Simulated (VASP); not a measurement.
Here is a VASP 6.6.1 calculation.

Contents of INCAR:

```
  PREC = Accurate
  ENCUT = 520
  EDIFF = 1E-7
  ISMEAR = -1
  SIGMA = 0.05
  LREAL = False
  LASPH = True
  NELM = 150
  ALGO = Normal
  ISIF = 2
  LWAVE = False
  LCHARG = False
  ISPIN = 2
  MAGMOM = 5 5
  LORBIT = 11
  LMAXMIX = 6
  GGA = PE
  NBANDS = 31
```

The input KPOINTS:

```
Automatic mesh
0
Gamma
  9 9 5
```

File POSCAR:

```
Dy
1.0
    3.5903000000      0.0000000000      0.0000000000
   -1.7951500000      3.1092910072      0.0000000000
    0.0000000000      0.0000000000      5.6475000000
Dy
2
Direct
    0.6666666667      0.3333333333      0.7500000000
    0.3333333333      0.6666666667      0.2500000000
```

Potentials or basis: VASP PAW PBE potentials, release 64 (Dy).

Launch:

```sh
$ cat potpaw_PBE.64/Dy/POTCAR > POTCAR
$ mpirun -np 1 vasp_std > vasp.out
```

Problem. Predict the net moment.

Solution. 9.63 μB per cell.

Problem. Predict the pressure.

Solution. 1.9 GPa.

Problem. Estimate the site moments.

Solution. Dy +4.63 μB.

Problem. What does it give for the band gap on the k mesh?

Solution. None (metal or under the smearing width).

Stress tensor (GPa, compression positive):
```
1.33 0.00 0.00
0.00 1.33 0.00
0.00 0.00 2.93
```

Caveat: the magnetic or orbital state may not be the lowest; spin-orbit coupling is left out, which moves the levels of the heavy elements. The state reached can hang on the start; a lower one may exist.
